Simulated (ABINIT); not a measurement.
# Beyond one shot: BeTe (F-43m), part 2 of 2

Wanted: G0W0 and self-consistent gaps of BeTe (F-43m), with the cost of the cycles.

ABINIT 10.8.3; PBE and many-body steps on it, plane waves. Known limits of the many-body steps: not at the basis limit; no spin-orbit coupling; coarse k mesh.

So far. Step 11 (QSGW, cycle 3): Against the cycle before, the gap moves by +0.044 eV.

### 14. QSGW, cycle 4

This step: QSGW on PBE, plane waves, norm-conserving pseudopotentials.

The input, run.abi:

```
acell 3*1.0 Angstrom
rprim 
  -0.000000000000 2.831458787600 2.831458787600
  2.831458787600 0.000000000000 2.831458787600
  2.831458787600 2.831458787600 0.000000000000
ntypat 2
znucl 4 52
natom 2
typat 1 2
xred 
  0.000000000000 0.000000000000 0.000000000000
  0.750000000000 0.750000000000 0.750000000000
pp_dirpath "pseudos"
pseudos "Be.upf, Te.upf"
ecut 49
ngkpt 4 4 4
nshiftk 1
shiftk 0 0 0
kptopt 1
chksymbreak 0
istwfk *1
occopt 1
irdwfk 1
optdriver 4
nband 87
gwcalctyp 28
ecutsigx 49
symsigma 0
nkptgw 8
kptgw 
  0.0000000000 0.0000000000 0.0000000000
  0.2500000000 0.0000000000 0.0000000000
  0.5000000000 0.0000000000 0.0000000000
  0.2500000000 0.2500000000 0.0000000000
  0.5000000000 0.2500000000 0.0000000000
  -0.2500000000 0.2500000000 0.0000000000
  0.5000000000 0.5000000000 0.0000000000
  -0.2500000000 0.5000000000 0.2500000000
bdgw 
  12 24
  12 24
  12 24
  12 24
  12 24
  12 24
  12 24
  12 24
ecuteps 5
irdscr 1
ppmodel 1
irdqps 1
rhoqpmix 0.3
indata_prefix "in"
outdata_prefix "out"
tmpdata_prefix "tmp"
```

Launch:

```sh
> OMP_NUM_THREADS=1 mpirun -n 8 abinit run.abi > log
```

Run time: 95 s. Hardware: 8 MPI ranks of Arm Neoverse V1, shared host; peak memory 2.9 GiB.

This step gave:

* quasiparticle gap on the mesh: 3.021 eV
* gap of the density functional on the mesh: 2.027 eV
* k of the valence top: 0, 0, 0
* k of the conduction bottom: 0.5, 0.5, 0
* least direct quasiparticle gap on the computed points: 5.012 eV

Against the cycle before, the gap moves by +0.014 eV.

### 15. Screening, 4×4×4 mesh, 87 bands, screening to 136.1 eV

This step: RPA screening on PBE, plane waves, norm-conserving pseudopotentials.

The input, run.abi:

```
acell 3*1.0 Angstrom
rprim 
  -0.000000000000 2.831458787600 2.831458787600
  2.831458787600 0.000000000000 2.831458787600
  2.831458787600 2.831458787600 0.000000000000
ntypat 2
znucl 4 52
natom 2
typat 1 2
xred 
  0.000000000000 0.000000000000 0.000000000000
  0.750000000000 0.750000000000 0.750000000000
pp_dirpath "pseudos"
pseudos "Be.upf, Te.upf"
ecut 49
ngkpt 4 4 4
nshiftk 1
shiftk 0 0 0
kptopt 1
chksymbreak 0
istwfk *1
occopt 1
irdwfk 1
optdriver 3
nband 87
ecuteps 5
inclvkb 2
awtr 1
symchi 1
gwcalctyp 28
mbpt_sciss 1.360 eV
nqptdm 1
qptdm 
  0 0 0
indata_prefix "in"
outdata_prefix "out"
tmpdata_prefix "tmp"
```

Run time: 5.2 s. Hardware: 8 MPI ranks; peak memory 1.1 GiB.

This step gave:

```yaml
eps_infinity_with_local_fields_on_this_mesh_along_the_program_s_q_direction: 7.352
the_same_without_local_fields: 8.287
plasma_frequency: 29.16 eV
plane_waves_in_the_screening_matrix: 169
```

This screening uses the functional's bands under a rigid shift, the mean opening of the cycle before.

### 16. Screening, 4×4×4 mesh, 87 bands, screening to 136.1 eV

This step: RPA screening on PBE from quasiparticle energies and orbitals, plane waves, norm-conserving pseudopotentials.

Edit run.abi of step 15 so:

```diff
@@ -29,7 +29,13 @@
 symchi 1
+irdqps 1
 gwcalctyp 28
-mbpt_sciss 1.360 eV
-nqptdm 1
+nqptdm 7
 qptdm 
-  0 0 0
+  0.2500000000 0.0000000000 0.0000000000
+  0.5000000000 0.0000000000 0.0000000000
+  0.2500000000 0.2500000000 0.0000000000
+  0.5000000000 0.2500000000 0.0000000000
+  -0.2500000000 0.2500000000 0.0000000000
+  0.5000000000 0.5000000000 0.0000000000
+  -0.2500000000 0.5000000000 0.2500000000
 indata_prefix "in"
```

The input, mrgscr.stdin:

```
2
merged
q0_SCR
out_SCR
1
```

Launch:

```sh
> OMP_NUM_THREADS=1 mpirun -n 8 abinit run.abi > log; mrgscr < mrgscr.stdin
```

Elapsed: 15 s, on 8 MPI ranks; peak memory 1.5 GiB.

Numbers from this step:

* plasma frequency: 29.16 eV
* plane waves in the screening matrix: 169

This screening reads the quasiparticle levels of the cycle before.

### 17. QSGW, cycle 5

This step: QSGW on PBE, plane waves, norm-conserving pseudopotentials.

Edit run.abi of step 16 so:

```diff
@@ -23,12 +23,10 @@
 irdwfk 1
-optdriver 3
+optdriver 4
 nband 87
-ecuteps 5
-inclvkb 2
-awtr 1
-symchi 1
-irdqps 1
 gwcalctyp 28
-nqptdm 7
-qptdm 
+ecutsigx 49
+symsigma 0
+nkptgw 8
+kptgw 
+  0.0000000000 0.0000000000 0.0000000000
   0.2500000000 0.0000000000 0.0000000000
@@ -40,2 +38,16 @@
   -0.2500000000 0.5000000000 0.2500000000
+bdgw 
+  12 24
+  12 24
+  12 24
+  12 24
+  12 24
+  12 24
+  12 24
+  12 24
+ecuteps 5
+irdscr 1
+ppmodel 1
+irdqps 1
+rhoqpmix 0.3
 indata_prefix "in"
```

Launch:

```sh
> OMP_NUM_THREADS=1 mpirun -n 8 abinit run.abi > log
```

Wall time 92 s (8 MPI ranks); peak memory 2.9 GiB.

Numbers from this step:

```
quasiparticle gap on the mesh                         : 3.022 eV
gap of the density functional on the mesh             : 2.027 eV
k of the valence top                                  : 0, 0, 0
k of the conduction bottom                            : 0.5, 0.5, 0
least direct quasiparticle gap on the computed points : 5.01 eV
```

Against the cycle before, the gap moves by +0.001 eV.

### 18. The runs together

Times are wall times on 8 MPI ranks of Arm Neoverse V1, shared host, good to a factor of about two. A run's time includes the screening step that it read.

```
          run   mesh  bands  screening cutoff (eV)  DFT gap (eV)  gap on the mesh (eV)  direct (eV)  ε∞ used     time
         G0W0  4×4×4     87                  136.1         2.027                 2.733        4.630     8.99     22 s
QSGW, cycle 1  4×4×4     87                  136.1         2.027                 2.889        4.871     8.99  1.8 min
QSGW, cycle 2  4×4×4     87                  136.1         2.027                 2.963        4.963     7.48  1.8 min
QSGW, cycle 3  4×4×4     87                  136.1         2.027                 3.007        5.004     7.40    2 min
QSGW, cycle 4  4×4×4     87                  136.1         2.027                 3.021        5.012     7.36  1.9 min
QSGW, cycle 5  4×4×4     87                  136.1         2.027                 3.022        5.010     7.35  1.9 min
```

### 19. Outcome

| Quantity | Value |
| --- | --- |
| G0W0 | 2.733 eV |
| QSGW, cycle 1 | 2.889 eV |
| QSGW, cycle 2 | 2.963 eV |
| QSGW, cycle 3 | 3.007 eV |
| QSGW, cycle 4 | 3.021 eV |
| QSGW, cycle 5 | 3.022 eV |
| known limits | not at the basis limit; no spin-orbit coupling; coarse k mesh |

**Reading.** Only the bands that the input lists are updated; the others, empty or deep, keep the functional's energies or take a rigid shift. QSGW ends at 3.02 eV, +0.29 eV from G0W0, after 5 cycles that took 9.1 min beside the first screening; the last moved the gap by 0.001 eV. Against experiment, by QSGW, cycle 5: the gap of 3.02 eV lies +0.32 eV from the measured 2.7 eV (indirect, quoted 1997); the gap of 3.02 eV lies +0.22 eV from the measured 2.8 eV (indirect, quoted 1997). These are gaps on the mesh, at modest bands and cutoff. The calculation has static nuclei and no excitons; a measured gap holds zero-point and thermal motion, which mostly lowers it. With atoms this heavy the missing spin-orbit coupling can matter too. Bands and cutoff are finite, so the gap is not at the basis limit. The miss can reach some tenths of an eV and take either sign; the mesh is an error of its own. The 4×4×4 mesh is coarse for this cell, which bears on the long-range parts of exchange and screening. In the updated screening the q = 0 part is built from Kohn-Sham bands under a rigid shift, the other q from the quasiparticle levels.

[Paths, hosts, dates, memory and timing lines, banners, echoed tables and standing remarks are left out of the program output.]

[Logs are printed without paths, hosts, clocks, repeated set-up lines and the standing remarks that a program may print on its own settings, such as how far it seeks lower states.]

[Runs of the session that timed out or met a known fault of the program may be left out.]

[Hosts, paths, dates, database ids (printed as entryN), source tags and the programs' standing remarks are cut or masked in the printed files.]

[G0W0 gaps are taken among the corrected bands and points alone; a level outside them can change the order at an edge.]

[Where Ansatz stands beside ABINIT at settings called matched, ABINIT's density can come from a denser mesh and the files from another edition; pairs whose starting gaps differed by over 0.03 eV were left out, so agreement reads better than it is.]
